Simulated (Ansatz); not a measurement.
Structure: TlBr, CsCl type, at its r2SCAN minimum. It is cubic, Pm-3m (No. 221); a = 3.995 Å in the conventional setting, 31.88 Å³ an atom. Tl is surrounded by 8 Br at 3.46 Å; Br is surrounded by 8 Tl at 3.46 Å.

```
CELL_PARAMETERS angstrom
3.99491 0.00000 0.00000
0.00000 3.99491 0.00000
0.00000 0.00000 3.99491
ATOMIC_POSITIONS crystal
Tl 0.00000 0.00000 0.00000
Br 0.50000 0.50000 0.50000
```

The questions ask for values computed with Ansatz on this geometry. Non-magnetic throughout; all numbers are computed.

Given (6×6×6 mesh): r2SCAN gives a direct gap of 2.33 eV at X.

Q: Estimate the gap with PBE on 6×6×6.

A: PBE gives a direct gap of 1.88 eV at X. The gap differs by -0.45 eV from r2SCAN's.

Q: How does the gap change from r2SCAN to PBE+SOC (6×6×6)?

A: The PBE+SOC gap is indirect, 1.29 eV (X to R), below the direct gap of 1.67 eV at X. Spin-orbit coupling itself accounts for -0.59 eV. The gap differs by -1.04 eV from r2SCAN's.

Q: How does the gap change from r2SCAN to HSE06 (4×4×4)?

A: With HSE06 the gap is 2.58 eV and direct, at X. The gap differs by +0.25 eV from r2SCAN's.

Q: How does the gap change from r2SCAN to PBE0 (4×4×4)?

A: With PBE0 the gap is 3.22 eV and direct, at X. The gap differs by +0.89 eV from r2SCAN's.

Q: What does G0W0@PBE with 190 empty bands, a screening cutoff of 120 eV and a 4×4×4 mesh give?

A: 2.89 eV (the shift on the mesh added to PBE's least gap). Over the mesh points the PBE gap of 1.88 eV becomes a quasiparticle gap of 2.88 eV (direct at X), a change of +1.00 eV. Renormalisation factors Z lie between 0.69 and 0.80. G0W0 here is at a finite number of bands, screening cutoff and k mesh, not at the basis limit.

Q: How strongly does the crystal screen a field with clamped ions (r2SCAN)?

A: The clamped-ion dielectric constant comes out as 5.45 in all directions. Born charges, averaged over directions: Tl +2.08, Br -2.08 e.

Q: Going by these computed values, what does each step up buy?

A: r2SCAN covers 63 % of the step from PBE to HSE06, while HSE06 needs about 10 times r2SCAN's cost (on a coarser mesh). Spin-orbit coupling moves the least or the direct gap by up to 0.59 eV, so it has to be included where a tenth of an eV counts. The levels disagree on the kind of gap: direct with PBE, r2SCAN, HSE06, PBE0; indirect with PBE+SOC.

Only the levels marked +SOC include spin-orbit coupling.

The meshes of the hybrids are coarse, so their gaps aren't converged to the digits shown.

With a shallow d shell on the cation, G0W0 converges slowly in bands and cutoff, so these values are in doubt.
